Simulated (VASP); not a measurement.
# Tc (Fm-3m) in VASP: equation of state

How stiff is Tc in PBE, and what volume does it want? The cell is scaled to several volumes.

Program: VASP 6.6.1. These are calculated values, not measurements. Logs are shortened: lines on timing, memory, paths and dates and some standing lists are left out, and cuts for length are marked.

### 1 The crystal as given

The structure is cubic, space group Fm-3m (No. 225). Conventional cell: a = 3.900 Å, b = 3.900 Å, c = 3.900 Å, α = 90.00°, β = 90.00°, γ = 90.00°. Tc (site symmetry m-3m) is surrounded by 12 Tc at 2.76 Å.

This isn't the form of Tc at room conditions, which is hcp.

### 2 Equation of state, PBE, 13.94 Å³/atom (volume scaled by 0.94)

The input, INCAR:

```
SYSTEM = Tc
ALGO = Normal
EDIFF = 1E-7
ENCUT = 520
GGA = PE
ISIF = 2
ISMEAR = -1
LASPH = .True.
LCHARG = .False.
LREAL = .False.
LWAVE = .False.
NBANDS = 12
NELM = 60
PREC = Accurate
SIGMA = 0.05
```

The input, KPOINTS:

```
k-points
0
Gamma
  12 12 12
  0 0 0
```

The input, POSCAR:

```
Tc
1.0
    0.0000000000      1.9101929120      1.9101929120
    1.9101929120      0.0000000000      1.9101929120
    1.9101929120      1.9101929120      0.0000000000
Tc
1
Direct
    0.0000000000      0.0000000000      0.0000000000
```

Potentials or basis: VASP PAW PBE potentials, release 64 (Tc_pv).

Command:

```bash
$ cat potpaw_PBE.64/Tc_pv/POTCAR > POTCAR
$ mpirun -np 1 vasp_std > vasp.out
```

OUTCAR:

```text
SYSTEM = Tc
   EDIFF = 1E-7
   ENCUT = 520
   GGA = PE
   ISIF = 2
   ISMEAR = -1
   LASPH = .True.
   LREAL = .False.
   NELM = 60
   PREC = Accurate

 ion  position               nearest neighbor table
   1  0.000  0.000  0.000-

  LATTYP: Found a face centered cubic cell.
 ALAT       =     3.8203858240

  Lattice vectors:

 A1 = (   0.0000000000,   1.9101929120,   1.9101929120)
 A2 = (   1.9101929120,   0.0000000000,   1.9101929120)
 A3 = (   1.9101929120,   1.9101929120,   0.0000000000)

Analysis of symmetry for initial positions (statically):
=====================================================================
 Subroutine PRICEL returns:
 Original cell was already a primitive cell.

 Routine SETGRP: Setting up the symmetry group for a
 face centered cubic supercell.

 Subroutine GETGRP returns: Found 48 space group operations
 (whereof 48 operations were pure point group operations)
 out of a pool of 48 trial point group operations.

The static configuration has the point symmetry O_h .

Analysis of symmetry for dynamics (positions and initial velocities):
=====================================================================
 Subroutine PRICEL returns:
 Original cell was already a primitive cell.

 Routine SETGRP: Setting up the symmetry group for a
 face centered cubic supercell.

 Subroutine GETGRP returns: Found 48 space group operations
 (whereof 48 operations were pure point group operations)
 out of a pool of 48 trial point group operations.

The dynamic configuration has the point symmetry O_h .

 Subroutine INISYM returns: Found 48 space group operations
 (whereof 48 operations are pure point group operations),
 and found     1 'primitive' translations

----------------------------------------------------------------------------------------

                                     Primitive cell

  volume of cell :      13.9400

  direct lattice vectors                    reciprocal lattice vectors
     0.000000000  1.910192912  1.910192912    -0.261753667  0.261753667  0.261753667
     1.910192912  0.000000000  1.910192912     0.261753667 -0.261753667  0.261753667
     1.910192912  1.910192912  0.000000000     0.261753667  0.261753667 -0.261753667

  length of vectors
     2.701420723  2.701420723  2.701420723     0.453370651  0.453370651  0.453370651

  position of ions in fractional coordinates (direct lattice)
     0.000000000  0.000000000  0.000000000

  ion indices of the primitive-cell ions
   primitive index   ion index
                 1           1

----------------------------------------------------------------------------------------

 KPOINTS: k-points

Automatic generation of k-mesh.
 Grid dimensions read from file:
 generate k-points for:   12   12   12

 Generating k-lattice:

  Cartesian coordinates                     Fractional coordinates (reciprocal lattice)
    -0.021812806  0.021812806  0.021812806     0.083333333  0.000000000  0.000000000
     0.021812806 -0.021812806  0.021812806     0.000000000  0.083333333  0.000000000
     0.021812806  0.021812806 -0.021812806     0.000000000  0.000000000  0.083333333

  Length of vectors
     0.037780888  0.037780888  0.037780888

  Shift w.r.t. Gamma in fractional coordinates (k-lattice)
     0.000000000  0.000000000  0.000000000

 Subroutine IBZKPT returns following result:
 ===========================================

 Found     72 irreducible k-points:

 Following reciprocal coordinates:
            Coordinates               Weight
  0.000000  0.000000  0.000000      1.000000
  0.083333  0.000000  0.000000      8.000000
  0.166667  0.000000  0.000000      8.000000
  0.250000  0.000000  0.000000      8.000000
  0.333333  0.000000  0.000000      8.000000
  0.416667  0.000000  0.000000      8.000000
[... 42 lines left out ...]
  0.333333  0.250000  0.083333     24.000000
  0.416667  0.250000  0.083333     48.000000
 [... further k-points ...]
   k-points           NKPTS =     72   k-points in BZ     NKDIM =     72   number of bands    NBANDS=     12
   number of dos      NEDOS =    301   number of ions     NIONS =      1
   total plane-waves  NPLWV =   8000
   dimension x,y,z NGX =    20 NGY =   20 NGZ =   20
   dimension x,y,z NGXF=    40 NGYF=   40 NGZF=   40
   ions per type =               1
   NGX,Y,Z   is equivalent  to a cutoff of  12.31, 12.31, 12.31 a.u.
   NGXF,Y,Z  is equivalent  to a cutoff of  24.62, 24.62, 24.62 a.u.
 SYSTEM =  Tc
   PREC   = accura    normal or accurate (medium, high low for compatibility)
   ISTART =      0    job   : 0-new  1-cont  2-samecut
   ICHARG =      2    charge: 1-file 2-atom 10-const
   ISPIN  =      1    spin polarized calculation?
   LNONCOLLINEAR =      F non collinear calculations
   LSORBIT =      F    spin-orbit coupling
   LASPH  =      T    aspherical Exc in radial PAW
   ENCUT  =  520.0 eV  38.22 Ry    6.18 a.u.   5.02  5.02  5.02*2*pi/ulx,y,z
   NELM   =     60;   NELMIN=  2; NELMDL= -5     # of ELM steps
   EDIFF  = 0.1E-06   stopping-criterion for ELM
   LREAL  =      F    real-space projection
   EDIFFG = 0.1E-05   stopping-criterion for IOM
   NSW    =      0    number of steps for IOM
   IBRION =     -1    ionic relax: 0-MD 1-quasi-New 2-CG
   NFREE  =      0    steps in history (QN), initial steepest desc. (CG)
   ISIF   =      2    stress and relaxation
   ISYM   =      2    0-nonsym 1-usesym 2-fastsym
   POTIM  = 0.5000    time-step for ionic-motion
   TEBEG  =    0.0;   TEEND  =   0.0 temperature during run
   PSTRESS=    0.0 pullay stress
   NELECT =      13.0000    total number of electrons
   NUPDOWN=      -1.0000    fix difference up-down
   EMIN   =  10.00;   EMAX   =-10.00  energy-range for DOS
   EFERMI =   0.00;   METHOD = LEGACY
   ISMEAR =    -1;   SIGMA  =   0.05  broadening in eV -4-tet -1-fermi 0-gaus
   EFERMI_NEDOS =   21; number of points for ismear=-14 and -15
   IALGO  =     38    algorithm
   IMIX   =      4    mixing-type and parameters
     AMIX     =   0.40;   BMIX     =  1.00
     AMIX_MAG =   1.60;   BMIX_MAG =  1.00
  volume/ion in A,a.u.               =      13.94        94.07
  Fermi-wavevector in a.u.,A,eV,Ry     =   1.599443  3.022509 34.806660  2.558217
  Thomas-Fermi vector in A             =   2.696735
   LORBIT       =      0    0 simple, 1 ext, 2 COOP (PROOUT), +10 PAW based schemes
   GGA     = PE    functional components
   LHFCALC =     F    Hartree Fock is set to
   AEXX    =    0.0000 exact exchange contribution
   IVDW    =     0    specifies the selected vdW correction
   LEPSILON=     F    determine dielectric tensor
   LRPA    =     F    only Hartree local field effects (RPA)
 non-spin polarized calculation
  energy-cutoff  :      520.00
  volume of cell :       13.94
 maximum number of plane-waves:       388
   NGX =  9   NGY =  9   NGZ =  9

 number of electron      12.9999996 magnetization

 Free energy of the ion-electron system (eV)
  ---------------------------------------------------
  ext. energy  EPLUGINS =         0.00000000
  ---------------------------------------------------
  free energy    TOTEN  =       -10.26246835 eV

  energy without entropy =      -10.25279127  energy(sigma->0) =      -10.25762981

 E-fermi :  13.3592     XC(G=0): -13.9544

 val. band max:       13.3236422140   @ k =   0.5000   0.2500   0.0000
 cond. band min:      13.3666833781   @ k =  -0.2500   0.3333   0.0833
 fundamental gap:      0.0430411640
 Fermi energy:        13.3591767025

 k-point     1 :       0.0000    0.0000    0.0000
  band No.  band energies     occupation
      1     -25.0054      2.00000
      2     -25.0054      2.00000
      3     -25.0054      2.00000
      4       5.6804      2.00000
      5      11.4229      2.00000
      6      11.4229      2.00000
      7      11.4229      2.00000
      8      14.1701      0.00000
      9      14.1701      0.00000
     10      27.3064      0.00000
     11      33.0700      0.00000
     12      33.0700      0.00000

 k-point     2 :       0.0833    0.0000    0.0000
  band No.  band energies     occupation
      1     -25.1048      2.00000
      2     -25.0179      2.00000
      3     -25.0179      2.00000
      4       5.9839      2.00000
      5      11.2439      2.00000
      6      11.5544      2.00000
      7      11.5544      2.00000
      8      14.0755      0.00000
      9      14.0755      0.00000
     10      27.8595      0.00000
     11      31.8513      0.00000
     12      33.5993      0.00000

 k-point     3 :       0.1667    0.0000    0.0000
  band No.  band energies     occupation
      1     -25.3713      2.00000
      2     -25.0518      2.00000
      3     -25.0518      2.00000
      4       6.7752      2.00000
      5      10.9114      2.00000
      6      11.8171      2.00000
      7      11.8171      2.00000
      8      13.9744      0.00001
      9      13.9744      0.00001
     10      29.0152      0.00000
     11      30.0735      0.00000
     12      35.0895      0.00000
[... 526 lines left out ...]
 k-point    39 :      -0.3333    0.3333    0.0000
  band No.  band energies     occupation
      1     -25.9482      2.00000
      2     -25.9361      2.00000
      3     -25.3312      2.00000
      4       8.7285      2.00000
      5       9.9412      2.00000
      6      11.5038      2.00000
      7      13.6689      0.00407
      8      15.3881      0.00000
      9      21.4642      0.00000
     10      25.3516      0.00000
     11      26.9749      0.00000
     12      32.6803      0.00000

 k-point    40 :       0.4167    0.4167    0.0000
  band No.  band energies     occupation
      1     -26.2271      2.00000
      2     -25.4708      2.00000
      3     -25.4708      2.00000
      4       7.3746      2.00000
      5       7.9216      2.00000
      6      16.0850      0.00000
      7      16.1587      0.00000
      8      16.2529      0.00000
      9      16.2529      0.00000
     10      27.6502      0.00000
     11      27.6502      0.00000
     12      29.3471      0.00000

 [... further k-points ...]
[... 5 lines left out ...]
  --------------------------------------------------------------------------------------
  -------------------------------------------------------------------------------------
  Total        1.0643326      1.0643326      1.0643326      0.0000000      0.0000000      0.0000000
  in kB      122.3281076    122.3281076    122.3281076      0.0000000      0.0000000      0.0000000
  external PRESSURE =     122.3281076 kB  Pullay stress =       0.0000000 kB

 VOLUME and BASIS-vectors are now :
 -----------------------------------------------------------------------------
  energy-cutoff  :      520.00
  volume of cell :       13.94
      direct lattice vectors                 reciprocal lattice vectors
     0.000000000  1.910192912  1.910192912    -0.261753667  0.261753667  0.261753667
     1.910192912  0.000000000  1.910192912     0.261753667 -0.261753667  0.261753667
     1.910192912  1.910192912  0.000000000     0.261753667  0.261753667 -0.261753667

 POSITION                                       TOTAL-FORCE (eV/Angst)
 -----------------------------------------------------------------------------------
      0.00000      0.00000      0.00000         0.000000      0.000000      0.000000
 -----------------------------------------------------------------------------------
    total drift:                                0.000000     -0.000000     -0.000000

  FREE ENERGIE OF THE ION-ELECTRON SYSTEM (eV)
  ---------------------------------------------------
  free  energy   TOTEN  =       -10.2624683462 eV

  energy  without entropy=      -10.2527912677  energy(sigma->0) =      -10.25762981
```

It took 11 s on 1 thread of Intel Xeon Platinum 8488C (Sapphire Rapids), shared host; peak memory 0.12 GiB.

Results:

- Free energy: -10.2625 eV
- Pressure: 12.2 GPa
- Band gap on the k mesh: none (metal or under the smearing width)

### 3 Equation of state, PBE, 14.24 Å³/atom (volume scaled by 0.96)

The input, INCAR:

```
SYSTEM = Tc
ALGO = Normal ; EDIFF = 1E-7
ENCUT = 520 ; GGA = PE
ISIF = 2 ; ISMEAR = -1
LASPH = .TRUE. ; LCHARG = .FALSE.
LREAL = .FALSE. ; LWAVE = .FALSE.
NBANDS = 12 ; NELM = 80
PREC = Accurate ; SIGMA = 0.05
```

The input, KPOINTS:

```
k-points
0
G
  12 12 12
  0 0 0
```

The input, POSCAR:

```
Tc
1.0
    0.0000000000      1.9236454180      1.9236454180
    1.9236454180      0.0000000000      1.9236454180
    1.9236454180      1.9236454180      0.0000000000
Tc
1
Direct
    0.0000000000      0.0000000000      0.0000000000
```

Potentials or basis: VASP PAW PBE potentials, release 64 (Tc_pv).

Command:

```bash
$ cat potpaw_PBE.64/Tc_pv/POTCAR > POTCAR
$ mpirun -np 1 vasp_std > vasp.out
```

Wall time 8.4 s (1 thread of Intel Xeon Platinum 8488C (Sapphire Rapids), shared host); peak memory 0.12 GiB.

Results (log left out):

```
Free energy            : -10.2788 eV
Pressure               : 5.1 GPa
Band gap on the k mesh : none (metal or under the smearing width)
```

### 4 Equation of state, PBE, 14.53 Å³/atom (volume scaled by 0.98)

The input, INCAR:

```
PREC = Accurate
ENCUT = 520
EDIFF = 1E-7
ISMEAR = -1
SIGMA = 0.05
LREAL = False
LASPH = True
NELM = 100
ALGO = Normal
ISIF = 2
LWAVE = False
LCHARG = False
GGA = PE
NBANDS = 12
```

The input, KPOINTS:

```
Automatic mesh
0
Gamma
  12 12 12
```

The input, POSCAR:

```
Tc
1.0
    0.0000000000      1.9369123573      1.9369123573
    1.9369123573      0.0000000000      1.9369123573
    1.9369123573      1.9369123573      0.0000000000
Tc
1
Direct
    0.0000000000      0.0000000000      0.0000000000
```

Command:

```bash
$ cat potpaw_PBE.64/Tc_pv/POTCAR > POTCAR
$ mpirun -np 1 vasp_std > vasp.out
```

Run time: 8.6 s. Hardware: 1 thread of Intel Xeon Platinum 8488C (Sapphire Rapids), shared host; peak memory 0.12 GiB.

The run converged. Its results:

```yaml
Free_energy: -10.2827 eV
Pressure: -1.2 GPa
Band_gap_on_the_k_mesh: none (metal or under the smearing width)
```

### 5 Equation of state, PBE, 15.13 Å³/atom (volume scaled by 1.02)

The input, INCAR:

```
ALGO = Normal ; EDIFF = 1E-7
ENCUT = 520 ; GGA = PE
ISIF = 2 ; ISMEAR = -1
LASPH = T ; LCHARG = F
LREAL = F ; LWAVE = F
NBANDS = 12 ; NELM = 100
PREC = Accurate ; SIGMA = 0.05
```

The input, KPOINTS:

```
k-points
0
Gamma
  12 12 12
```

The input, POSCAR:

```
Tc
1.0
    0.0000000000      1.9629142836      1.9629142836
    1.9629142836      0.0000000000      1.9629142836
    1.9629142836      1.9629142836      0.0000000000
Tc
1
Direct
    0.0000000000      0.0000000000      0.0000000000
```

Command:

```bash
$ cat potpaw_PBE.64/Tc_pv/POTCAR > POTCAR
$ mpirun -np 1 vasp_std > vasp.out
```

Wall time 11 s (1 thread of Intel Xeon Platinum 8488C (Sapphire Rapids), shared host); peak memory 0.14 GiB.

Results (log left out):

* Free energy: -10.2584 eV
* Pressure: -11.9 GPa
* Band gap on the k mesh: none (metal or under the smearing width)

### 6 Equation of state, PBE, 15.42 Å³/atom (volume scaled by 1.04)

The input, INCAR:

```
SYSTEM = Tc
PREC = Accurate ; ENCUT = 520
EDIFF = 1E-7 ; ISMEAR = -1
SIGMA = 0.05 ; LREAL = .FALSE.
LASPH = .TRUE. ; NELM = 80
ALGO = Normal ; ISIF = 2
LWAVE = .FALSE. ; LCHARG = .FALSE.
GGA = PE ; NBANDS = 12
```

The input, KPOINTS:

```
regular mesh
0
G
  12 12 12
  0 0 0
```

The input, POSCAR:

```
Tc
1.0
    0.0000000000      1.9756608374      1.9756608374
    1.9756608374      0.0000000000      1.9756608374
    1.9756608374      1.9756608374      0.0000000000
Tc
1
Direct
    0.0000000000      0.0000000000      0.0000000000
```

Potentials or basis: VASP PAW PBE potentials, release 64 (Tc_pv).

Command:

```bash
$ cat potpaw_PBE.64/Tc_pv/POTCAR > POTCAR
$ mpirun -np 1 vasp_std > vasp.out
```

It took 9.6 s on 1 thread of Intel Xeon Platinum 8488C (Sapphire Rapids), shared host; peak memory 0.14 GiB.

The run converged. Its results:

```yaml
Free_energy: -10.2324 eV
Pressure: -16.4 GPa
Band_gap_on_the_k_mesh: none (metal or under the smearing width)
```

### 7 Equation of state, PBE, 15.72 Å³/atom (volume scaled by 1.06)

The input, INCAR:

```
  PREC = Accurate
  ENCUT = 520
  EDIFF = 1E-7
  ISMEAR = -1
  SIGMA = 0.05
  LREAL = False
  LASPH = True
  NELM = 60
  ALGO = Normal
  ISIF = 2
  LWAVE = False
  LCHARG = False
  GGA = PE
  NBANDS = 12
```

The input, KPOINTS:

```
Automatic mesh
0
Gamma
  12 12 12
```

The input, POSCAR:

```
Tc
1.0
    0.0000000000      1.9882450037      1.9882450037
    1.9882450037      0.0000000000      1.9882450037
    1.9882450037      1.9882450037      0.0000000000
Tc
1
Direct
    0.0000000000      0.0000000000      0.0000000000
```

Command:

```bash
$ cat potpaw_PBE.64/Tc_pv/POTCAR > POTCAR
$ mpirun -np 1 vasp_std > vasp.out
```

It took 9.8 s on 1 thread of Intel Xeon Platinum 8488C (Sapphire Rapids), shared host; peak memory 0.14 GiB.

Results (log left out):

* Free energy: -10.1986 eV
* Pressure: -20.4 GPa
* Band gap on the k mesh: none (metal or under the smearing width)

### 8 Equation of state, PBE

Potentials or basis: VASP PAW PBE potentials, release 64 (Tc_pv).

No new run: the results of the series are fitted here.

What came out:

- Equilibrium volume: 14.48 Å³/atom
- Bulk modulus: 298 GPa
- Pressure derivative of the bulk modulus: 4.5

Energy against volume, from the lowest point:
```
volume (Å³/atom)  energy (meV/atom)
          13.940              20.23
          14.237               3.91
          14.533               0.00
          14.830               7.18
          15.126              24.30
          15.423              50.27
          15.720              84.12
```
